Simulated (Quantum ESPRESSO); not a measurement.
# YN (Fm-3m) in Quantum ESPRESSO: notebook

The runs below take YN through band structure, with LDA, PBEsol, r2SCAN.

All numbers are computed with Quantum ESPRESSO 7.5; they aren't measurements. Logs are shortened: lines on timing, memory, paths and dates and some standing lists are left out, and cuts for length are marked.

### 1 The structure

The structure is cubic, space group Fm-3m (No. 225). The conventional cell has a = 4.877 Å, b = 4.877 Å, c = 4.877 Å, α = 90.00°, β = 90.00°, γ = 90.00°. Y (site symmetry m-3m) is surrounded by 6 N at 2.44 Å. N (site symmetry m-3m) has 6 Y at 2.44 Å as nearest neighbours.

### 2 Band structure, LDA

The input, pw.in:

```
&CONTROL
  calculation = 'scf'
  prefix = 'pwscf'
  outdir = './tmp'
  pseudo_dir = './pseudo'
  tprnfor = .true.
  tstress = .true.
  disk_io = 'low'
/
&SYSTEM
  ibrav = 0
  nat = 2
  ntyp = 2
  ecutwfc = 45
  ecutrho = 360
  nbnd = 14
  occupations = 'smearing'
  smearing = 'fd'
  degauss = 0.00367493
/
&ELECTRONS
  conv_thr = 4d-10
  electron_maxstep = 120
  mixing_beta = 0.5
/
ATOMIC_SPECIES
Y     88.9058 y_lda_v1.4.uspp.F.UPF
N     14.0070 n_lda_v1.2.uspp.F.UPF
CELL_PARAMETERS angstrom
   0.0000000000    2.4385000000    2.4385000000
   2.4385000000    0.0000000000    2.4385000000
   2.4385000000    2.4385000000    0.0000000000
ATOMIC_POSITIONS crystal
Y      0.0000000000    0.0000000000    0.0000000000
N      0.5000000000    0.5000000000    0.5000000000
K_POINTS automatic
9 9 9 0 0 0
```

The input, bands.in:

```
&CONTROL
  calculation = 'bands'
  prefix = 'pwscf'
  outdir = './tmp'
  pseudo_dir = './pseudo'
  disk_io = 'low'
  verbosity = 'high'
/
&SYSTEM
  ibrav = 0
  nat = 2
  ntyp = 2
  ecutwfc = 45
  ecutrho = 360
  nbnd = 14
  occupations = 'smearing'
  smearing = 'fd'
  degauss = 0.00367493
/
&ELECTRONS
  conv_thr = 1d-08
  electron_maxstep = 120
  mixing_beta = 0.5
  diago_full_acc = .true.
  startingwfc = 'random'
/
ATOMIC_SPECIES
Y     88.9058 y_lda_v1.4.uspp.F.UPF
N     14.0070 n_lda_v1.2.uspp.F.UPF
CELL_PARAMETERS angstrom
   0.0000000000    2.4385000000    2.4385000000
   2.4385000000    0.0000000000    2.4385000000
   2.4385000000    2.4385000000    0.0000000000
ATOMIC_POSITIONS crystal
Y      0.0000000000    0.0000000000    0.0000000000
N      0.5000000000    0.5000000000    0.5000000000
K_POINTS crystal
60
 0.0000000000  0.0000000000  0.0000000000 1
 0.0625000000  0.0000000000  0.0625000000 1
 0.1250000000  0.0000000000  0.1250000000 1
 0.1875000000  0.0000000000  0.1875000000 1
 0.2500000000  0.0000000000  0.2500000000 1
 0.3125000000  0.0000000000  0.3125000000 1
 0.3750000000  0.0000000000  0.3750000000 1
 0.4375000000  0.0000000000  0.4375000000 1
 0.5000000000  0.0000000000  0.5000000000 1
 0.5000000000  0.0625000000  0.5625000000 1
 0.5000000000  0.1250000000  0.6250000000 1
 0.5000000000  0.1875000000  0.6875000000 1
 0.5000000000  0.2500000000  0.7500000000 1
 0.4375000000  0.3125000000  0.7500000000 1
 0.3750000000  0.3750000000  0.7500000000 1
 0.3375000000  0.3375000000  0.6750000000 1
 0.3000000000  0.3000000000  0.6000000000 1
 0.2625000000  0.2625000000  0.5250000000 1
 0.2250000000  0.2250000000  0.4500000000 1
 0.1875000000  0.1875000000  0.3750000000 1
 0.1500000000  0.1500000000  0.3000000000 1
 0.1125000000  0.1125000000  0.2250000000 1
 0.0750000000  0.0750000000  0.1500000000 1
 0.0375000000  0.0375000000  0.0750000000 1
 0.0000000000  0.0000000000  0.0000000000 1
 0.0625000000  0.0625000000  0.0625000000 1
 0.1250000000  0.1250000000  0.1250000000 1
 0.1875000000  0.1875000000  0.1875000000 1
 0.2500000000  0.2500000000  0.2500000000 1
 0.3125000000  0.3125000000  0.3125000000 1
 0.3750000000  0.3750000000  0.3750000000 1
 0.4375000000  0.4375000000  0.4375000000 1
 0.5000000000  0.5000000000  0.5000000000 1
 0.5250000000  0.4500000000  0.5250000000 1
 0.5500000000  0.4000000000  0.5500000000 1
 0.5750000000  0.3500000000  0.5750000000 1
 0.6000000000  0.3000000000  0.6000000000 1
 0.6250000000  0.2500000000  0.6250000000 1
 0.5833333333  0.2500000000  0.6666666667 1
 0.5416666667  0.2500000000  0.7083333333 1
 0.5000000000  0.2500000000  0.7500000000 1
 0.5000000000  0.2857142857  0.7142857143 1
 0.5000000000  0.3214285714  0.6785714286 1
 0.5000000000  0.3571428571  0.6428571429 1
 0.5000000000  0.3928571429  0.6071428571 1
 0.5000000000  0.4285714286  0.5714285714 1
 0.5000000000  0.4642857143  0.5357142857 1
 0.5000000000  0.5000000000  0.5000000000 1
 0.4821428571  0.4821428571  0.5357142857 1
 0.4642857143  0.4642857143  0.5714285714 1
 0.4464285714  0.4464285714  0.6071428571 1
 0.4285714286  0.4285714286  0.6428571429 1
 0.4107142857  0.4107142857  0.6785714286 1
 0.3928571429  0.3928571429  0.7142857143 1
 0.3750000000  0.3750000000  0.7500000000 1
 0.6250000000  0.2500000000  0.6250000000 1
 0.5937500000  0.1875000000  0.5937500000 1
 0.5625000000  0.1250000000  0.5625000000 1
 0.5312500000  0.0625000000  0.5312500000 1
 0.5000000000  0.0000000000  0.5000000000 1
```

Potentials or basis: GBRV 1.5 LDA.

On the command line:

```console
> OMP_NUM_THREADS=1 mpirun -n 2 pw.x -nk 2 -in pw.in > pw.out
> OMP_NUM_THREADS=1 mpirun -n 2 pw.x -nk 2 -in bands.in > bands.out
```

pw.out:

```text
This program is part of the open-source Quantum ESPRESSO suite
     for quantum simulation of materials; please cite
[... 13 lines left out ...]
     --------------------
     sticks:   dense  smooth     PW     G-vecs:    dense   smooth      PW
     Sum        1045     517    163                22419     7943    1459

     Using Slab Decomposition

     bravais-lattice index     =            0
     lattice parameter (alat)  =       6.5168  a.u.
     unit-cell volume          =     195.7018 (a.u.)^3
     number of atoms/cell      =            2
     number of atomic types    =            2
     number of electrons       =        16.00
     number of Kohn-Sham states=           14
     kinetic-energy cutoff     =      45.0000  Ry
     charge density cutoff     =     360.0000  Ry
     scf convergence threshold =      4.0E-10
     mixing beta               =       0.5000
     number of iterations used =            8  plain     mixing
     Exchange-correlation= SLA  PZ   NOGX NOGC
                           (   1   1   0   0   0   0   0)

     celldm(1)=   6.516833  celldm(2)=   0.000000  celldm(3)=   0.000000
     celldm(4)=   0.000000  celldm(5)=   0.000000  celldm(6)=   0.000000

     crystal axes: (cart. coord. in units of alat)
               a(1) = (   0.000000   0.707107   0.707107 )
               a(2) = (   0.707107   0.000000   0.707107 )
               a(3) = (   0.707107   0.707107   0.000000 )

     reciprocal axes: (cart. coord. in units 2 pi/alat)
               b(1) = ( -0.707107  0.707107  0.707107 )
               b(2) = (  0.707107 -0.707107  0.707107 )
               b(3) = (  0.707107  0.707107 -0.707107 )

     PseudoPot. # 1 for Y  read from file:
     y_lda_v1.4.uspp.F.UPF
     Pseudo is Ultrasoft + core correction, Zval = 11.0
     Generated by new atomic code, or converted to UPF format
     Using radial grid of  885 points,  6 beta functions with:
                l(1) =   0
                l(2) =   0
                l(3) =   1
                l(4) =   1
                l(5) =   2
                l(6) =   2
     Q(r) pseudized with  8 coefficients,  rinner =    1.200   1.200   1.200
                                                       1.200   1.200

     PseudoPot. # 2 for N  read from file:
     n_lda_v1.2.uspp.F.UPF
     Pseudo is Ultrasoft + core correction, Zval =  5.0
     Generated by new atomic code, or converted to UPF format
     Using radial grid of  729 points,  4 beta functions with:
                l(1) =   0
                l(2) =   0
                l(3) =   1
                l(4) =   1
     Q(r) pseudized with  8 coefficients,  rinner =    0.900   0.900   0.900

     atomic species   valence    mass     pseudopotential
     Y                11.00    88.90580     Y ( 1.00)
     N                 5.00    14.00700     N ( 1.00)

     48 Sym. Ops., with inversion, found

   Cartesian axes

     site n.     atom                  positions (alat units)
         1        Y      tau(   1) = (   0.0000000   0.0000000   0.0000000  )
         2        N      tau(   2) = (   0.7071068   0.7071068   0.7071068  )

     number of k points=    35  Fermi-Dirac smearing, width (Ry)=  0.0037
                       cart. coord. in units 2pi/alat
        k(    1) = (   0.0000000   0.0000000   0.0000000), wk =   0.0027435
        k(    2) = (   0.0785674   0.0785674  -0.0785674), wk =   0.0219479
        k(    3) = (   0.1571348   0.1571348  -0.1571348), wk =   0.0219479
        k(    4) = (   0.2357023   0.2357023  -0.2357023), wk =   0.0219479
        k(    5) = (   0.3142697   0.3142697  -0.3142697), wk =   0.0219479
        k(    6) = (   0.1571348   0.0000000  -0.0000000), wk =   0.0164609
[... 27 lines left out ...]
        k(   34) = (  -0.0000000  -0.4714045   0.6285394), wk =   0.0658436
        k(   35) = (  -0.0785674  -0.3928371   0.7071068), wk =   0.0658436

     Dense  grid:    22419 G-vectors     FFT dimensions: (  40,  40,  40)

     Smooth grid:     7943 G-vectors     FFT dimensions: (  27,  27,  27)

[... 58 lines left out ...]
    15.1327  15.3396  15.3396  16.8685  17.7062  17.7062

          k = 0.1571 0.1571-0.1571 (   983 PWs)   bands (ev):

   -28.5887  -8.8580  -8.3627  -8.3627   0.0386   9.8322  10.7501  10.7501
    15.4420  16.1405  16.1405  18.2204  19.1400  19.1400

          k = 0.2357 0.2357-0.2357 (   996 PWs)   bands (ev):

   -28.5458  -9.2421  -8.3923  -8.3923   0.6515   8.6206  10.0812  10.0812
    16.1902  17.2428  17.2428  19.1886  20.7482  20.7482

          k = 0.3143 0.3143-0.3143 (   993 PWs)   bands (ev):

   -28.5175  -9.4750  -8.4114  -8.4114   1.0618   7.9092   9.7169   9.7169
    17.3079  18.1892  18.1892  18.9331  22.0113  22.0113

          k = 0.1571 0.0000-0.0000 (   974 PWs)   bands (ev):

   -28.6211  -8.4797  -8.3667  -8.3667  -0.4557  10.6991  11.7249  11.7249
    14.4908  15.7865  15.7865  16.6279  17.2510  18.6534

          k = 0.2357 0.0786-0.0786 (   986 PWs)   bands (ev):

   -28.5914  -8.7513  -8.4083  -8.3869  -0.0799   9.7985  11.0995  11.2716
    14.4271  16.4718  16.5985  17.4742  18.0162  20.0741

          k = 0.3143 0.1571-0.1571 (   994 PWs)   bands (ev):

   -28.5504  -9.1091  -8.4414  -8.4224   0.4248   8.9543  10.2707  10.5873
    14.9908  17.3841  17.6222  18.7072  19.4864  21.3156

          k = 0.3928 0.2357-0.2357 (  1001 PWs)   bands (ev):

   -28.5173  -9.3741  -8.4702  -8.4508   0.8345   8.3076   9.8329  10.0338
    16.0424  18.0699  18.4221  19.4605  21.0951  22.0902

          k =-0.2357-0.3928 0.3928 (  1000 PWs)   bands (ev):
[... 79 lines left out ...]
          k = 0.3143 0.1571-0.0000 (   992 PWs)   bands (ev):

   -28.5599  -8.9467  -8.5219  -8.4024   0.2110   9.2304  10.6177  11.0424
    14.4228  17.0995  17.6397  17.7787  19.0411  21.2855

          k = 0.3928 0.2357-0.0786 (  1005 PWs)   bands (ev):

   -28.5238  -9.1745  -8.6085  -8.4417   0.5188   8.8295  10.0943  10.5727
    15.0414  17.8531  18.1446  18.8409  20.4570  22.1258

          k =-0.2357-0.3928 0.5500 (   998 PWs)   bands (ev):

   -28.5001  -9.3238  -8.6410  -8.4834   0.7077   8.5875   9.9395  10.1509
    16.0853  17.4235  18.6007  19.9439  21.6375  22.5478

          k = 0.4714 0.1571-0.0000 (  1003 PWs)   bands (ev):

   -28.5101  -9.1196  -8.6461  -8.5497   0.2083   9.3478  10.6829  10.8873
    13.7240  18.3212  18.8601  18.9018  19.6938  22.4567

          k =-0.1571-0.4714 0.6285 (  1001 PWs)   bands (ev):

   -28.4882  -9.1716  -8.7607  -8.5921   0.3098   9.4399  10.2620  10.5709
    14.5698  17.8584  19.3030  19.4590  20.8791  23.0889

          k =-0.0786-0.3928 0.5500 (   997 PWs)   bands (ev):

   -28.4830  -9.1587  -8.8577  -8.5704   0.4379   9.1891  10.2516  10.2985
    15.8354  16.7066  19.1390  19.7603  21.3631  24.0884

          k = 0.0000-0.3143 0.4714 (  1005 PWs)   bands (ev):

   -28.4972  -9.1683  -8.7983  -8.5022   0.5253   8.9383  10.0542  10.4515
    15.7064  17.2871  18.4897  19.1351  21.7071  23.1285

          k =-0.0786-0.5500 0.7071 (   994 PWs)   bands (ev):

   -28.4777  -9.1599  -8.7262  -8.6841  -0.0393  10.2157  10.7778  10.8521
    13.3928  18.6460  19.1830  19.8308  20.0737  22.8913

          k =-0.0000-0.4714 0.6285 (  1000 PWs)   bands (ev):

   -28.4742  -9.0739  -8.8988  -8.6601   0.1435   9.9492  10.3867  10.6124
    14.4177  17.6364  19.5123  19.7082  20.6573  23.7882

          k =-0.0786-0.3928 0.7071 (  1005 PWs)   bands (ev):

   -28.4757  -9.0469  -8.8916  -8.6993   0.2603   9.6677  10.3490  10.4451
    15.4055  16.5742  19.4170  19.7792  20.9625  24.1687

     the Fermi energy is    12.0109 ev

!    total energy              =    -113.25233626 Ry
     estimated scf accuracy    <          1.5E-11 Ry
     smearing contrib. (-TS)   =      -0.00004394 Ry
     internal energy E=F+TS    =    -113.25229233 Ry

     The total energy is F=E-TS. E is the sum of the following terms:
     one-electron contribution =      -7.30371644 Ry
     hartree contribution      =      12.47179700 Ry
     xc contribution           =     -32.78193541 Ry
     ewald contribution        =     -85.63843747 Ry

     convergence has been achieved in  11 iterations

     Forces acting on atoms (cartesian axes, Ry/au):

     atom    1 type  1   force =    -0.00000000   -0.00000000    0.00000000
     atom    2 type  2   force =     0.00000000    0.00000000   -0.00000000

     Total force =     0.000000     Total SCF correction =     0.000000

     Computing stress (Cartesian axis) and pressure

          total   stress  (Ry/bohr**3)                   (kbar)     P=      -58.82
  -0.00039987   0.00000000   0.00000000          -58.82        0.00        0.00
   0.00000000  -0.00039987   0.00000000            0.00      -58.82        0.00
   0.00000000   0.00000000  -0.00039987            0.00        0.00      -58.82

=------------------------------------------------------------------------------=
   JOB DONE.
=------------------------------------------------------------------------------=
```

Wall time 9.9 s (2 MPI ranks of Intel Xeon 6975P-C (Granite Rapids), shared host); peak memory 0.18 GiB.

What came out:

```yaml
Free_energy: -1540.8765 eV
Pressure: -5.9 GPa
Band_gap_on_the_k_mesh: 0.15 eV, indirect (least direct gap 0.55 eV)
Band_gap_along_the_path: 0.09 eV, indirect (least direct gap 0.47 eV)
```

Levels at the corners of the path, in eV from the valence-band top:
| point | band 4 | band 5 | band 6 | band 7 | band 8 | band 9 | band 10 | band 11 | band 12 | band 13 |
| --- | --- | --- | --- | --- | --- | --- | --- | --- | --- | --- |
| Γ | -20.28 | -12.69 | 0.00 | 0.00 | 0.00 | 3.08 | 3.08 | 3.08 | 4.22 | 5.12 |
| X | -20.63 | -12.25 | -1.48 | -0.38 | -0.38 | 0.09 | 6.91 | 7.36 | 7.98 | 7.98 |
| W | -20.71 | -11.73 | -2.19 | -1.55 | -1.55 | 3.97 | 3.97 | 7.43 | 7.99 | 8.90 |
| K | -20.54 | -11.76 | -2.22 | -1.58 | -1.32 | 2.40 | 6.26 | 7.07 | 7.85 | 8.76 |
| Γ | -20.28 | -12.69 | 0.00 | 0.00 | 0.00 | 3.08 | 3.08 | 3.08 | 4.22 | 5.12 |
| L | -20.37 | -10.84 | -4.14 | -2.29 | -2.29 | 5.69 | 6.39 | 6.39 | 6.72 | 10.28 |
| U | -20.54 | -11.76 | -2.22 | -1.58 | -1.32 | 2.40 | 6.26 | 7.07 | 7.85 | 8.76 |
| W | -20.71 | -11.73 | -2.19 | -1.55 | -1.55 | 3.97 | 3.97 | 7.43 | 7.99 | 8.90 |
| L | -20.37 | -10.84 | -4.14 | -2.29 | -2.29 | 5.69 | 6.39 | 6.39 | 6.72 | 10.28 |
| K | -20.54 | -11.76 | -2.22 | -1.58 | -1.32 | 2.40 | 6.26 | 7.07 | 7.85 | 8.76 |
| U | -20.54 | -11.76 | -2.22 | -1.58 | -1.32 | 2.40 | 6.26 | 7.07 | 7.85 | 8.76 |
| X | -20.63 | -12.25 | -1.48 | -0.38 | -0.38 | 0.09 | 6.91 | 7.36 | 7.98 | 7.98 |

As with any semilocal functional, this LDA gap is likely too small.

### 3 Band structure, PBEsol

Edit pw.in of step 2 so:

```diff
@@ -26,4 +26,4 @@
 ATOMIC_SPECIES
-Y     88.9058 y_lda_v1.4.uspp.F.UPF
-N     14.0070 n_lda_v1.2.uspp.F.UPF
+Y     88.9058 y_pbesol_v1.4.uspp.F.UPF
+N     14.0070 n_pbesol_v1.2.uspp.F.UPF
 CELL_PARAMETERS angstrom
```

Edit bands.in of step 2 so:

```diff
@@ -27,4 +27,4 @@
 ATOMIC_SPECIES
-Y     88.9058 y_lda_v1.4.uspp.F.UPF
-N     14.0070 n_lda_v1.2.uspp.F.UPF
+Y     88.9058 y_pbesol_v1.4.uspp.F.UPF
+N     14.0070 n_pbesol_v1.2.uspp.F.UPF
 CELL_PARAMETERS angstrom
```

Potentials or basis: GBRV 1.5 PBEsol.

On the command line:

```console
> OMP_NUM_THREADS=1 mpirun -n 2 pw.x -nk 2 -in pw.in > pw.out
> OMP_NUM_THREADS=1 mpirun -n 2 pw.x -nk 2 -in bands.in > bands.out
```

Run time: 10 s. Hardware: 2 MPI ranks of Intel Xeon 6975P-C (Granite Rapids), shared host; peak memory 0.18 GiB.

It converged, with:

| Item | Value |
| --- | --- |
| Free energy | -1537.7228 eV |
| Pressure | -2.1 GPa |
| Band gap on the k mesh | 0.16 eV, indirect (least direct gap 0.57 eV) |
| Band gap along the path | 0.10 eV, indirect (least direct gap 0.49 eV) |

Levels at the corners of the path, in eV from the valence-band top:
```csv
point,band 5,band 6,band 7,band 8,band 9,band 10,band 11,band 12
Γ,-12.84,0.00,0.00,0.00,3.11,3.11,3.11,4.17
X,-12.42,-1.50,-0.39,-0.39,0.10,6.92,7.33,8.01
W,-11.90,-2.18,-1.56,-1.56,3.99,3.99,7.41,8.03
K,-11.94,-2.23,-1.60,-1.33,2.41,6.29,7.11,7.83
Γ,-12.84,0.00,0.00,0.00,3.11,3.11,3.11,4.17
L,-11.02,-4.14,-2.29,-2.29,5.73,6.43,6.43,6.67
U,-11.94,-2.23,-1.60,-1.33,2.41,6.29,7.11,7.83
W,-11.90,-2.18,-1.56,-1.56,3.99,3.99,7.41,8.03
L,-11.02,-4.14,-2.29,-2.29,5.73,6.43,6.43,6.67
K,-11.94,-2.23,-1.60,-1.33,2.41,6.29,7.11,7.83
U,-11.94,-2.23,-1.60,-1.33,2.41,6.29,7.11,7.83
X,-12.42,-1.50,-0.39,-0.39,0.10,6.92,7.33,8.01
```

### 4 Band structure, r2SCAN

Edit pw.in of step 3 so:

```diff
@@ -13,5 +13,5 @@
   ntyp = 2
-  ecutwfc = 45
-  ecutrho = 360
+  ecutwfc = 88
   nbnd = 14
+  input_dft = 'r2scan'
   occupations = 'smearing'
@@ -19,5 +19,6 @@
   degauss = 0.00367493
+  nosym = .true.
 /
 &ELECTRONS
-  conv_thr = 4d-10
+  conv_thr = 1d-08
   electron_maxstep = 120
@@ -26,4 +27,4 @@
 ATOMIC_SPECIES
-Y     88.9058 y_pbesol_v1.4.uspp.F.UPF
-N     14.0070 n_pbesol_v1.2.uspp.F.UPF
+Y     88.9058 Y_ONCV_PBE-1.2.upf
+N     14.0070 N_ONCV_PBE-1.2.upf
 CELL_PARAMETERS angstrom
@@ -36,2 +37,2 @@
 K_POINTS automatic
-9 9 9 0 0 0
+7 7 7 0 0 0
```

Edit bands.in of step 3 so:

```diff
@@ -12,5 +12,5 @@
   ntyp = 2
-  ecutwfc = 45
-  ecutrho = 360
+  ecutwfc = 88
   nbnd = 14
+  input_dft = 'r2scan'
   occupations = 'smearing'
@@ -18,2 +18,3 @@
   degauss = 0.00367493
+  nosym = .true.
 /
@@ -27,4 +28,4 @@
 ATOMIC_SPECIES
-Y     88.9058 y_pbesol_v1.4.uspp.F.UPF
-N     14.0070 n_pbesol_v1.2.uspp.F.UPF
+Y     88.9058 Y_ONCV_PBE-1.2.upf
+N     14.0070 N_ONCV_PBE-1.2.upf
 CELL_PARAMETERS angstrom
```

Potentials or basis: SG15 PBE 1.2.

On the command line:

```console
> OMP_NUM_THREADS=1 mpirun -n 2 pw.x -nk 2 -in pw.in > pw.out
> OMP_NUM_THREADS=1 mpirun -n 2 pw.x -nk 2 -in bands.in > bands.out
```

Run time: 1.9 min. Hardware: 2 MPI ranks of Intel Xeon 6975P-C (Granite Rapids), shared host; peak memory 0.24 GiB.

Results (log left out):

```yaml
Free_energy: -1325.1679 eV
Pressure: 2.0 GPa
Band_gap_on_the_k_mesh: 0.66 eV, indirect (least direct gap 1.10 eV)
Band_gap_along_the_path: 0.56 eV, indirect (least direct gap 0.97 eV)
```

Levels at the corners of the path, in eV from the valence-band top:
```csv
point,band 6,band 7,band 8,band 9,band 10,band 11
Γ,0.00,0.00,0.00,3.59,3.59,3.59
X,-1.54,-0.41,-0.41,0.56,7.44,7.82
W,-2.22,-1.55,-1.55,4.50,4.50,7.89
K,-2.21,-1.62,-1.36,2.88,6.88,7.63
Γ,0.00,0.00,0.00,3.59,3.59,3.59
L,-4.13,-2.32,-2.32,6.30,6.96,6.96
U,-2.21,-1.62,-1.36,2.88,6.88,7.63
W,-2.22,-1.55,-1.55,4.50,4.50,7.89
L,-4.13,-2.32,-2.32,6.30,6.96,6.96
K,-2.21,-1.62,-1.36,2.88,6.88,7.63
U,-2.21,-1.62,-1.36,2.88,6.88,7.63
X,-1.54,-0.41,-0.41,0.56,7.44,7.82
```

Caveat: the potentials were made for another functional, which shifts forces and pressure; the mesh misses the band edges, which the band path finds closer together. r2SCAN opens gaps a little over a GGA but as a rule still falls short of measured ones.

### 5 Overview

```tsv
level	potentials or basis	k mesh	cutoff (eV)	form of the LDA correlation	SCF threshold	symmetry	gap on the mesh (eV)	pressure (GPa)
LDA	GBRV 1.5 LDA	9 × 9 × 9	612	PZ81	4e-10 Ry	-	0.15	-5.9
PBEsol	GBRV 1.5 PBEsol	9 × 9 × 9	612	-	4e-10 Ry	-	0.16	-2.1
r2SCAN	SG15 PBE 1.2	7 × 7 × 7	1197	-	1e-08 Ry	off	0.66	2.0
```

Alike in all rows: task band structure; no spin polarisation; cell as given; smearing fermi-dirac 0.05 eV.

Caveats: the potentials were made for another functional, which shifts forces and pressure (some runs); the mesh misses the band edges, which the band path finds closer together (some runs).

Absolute energies hang on the potentials; compare differences alone.
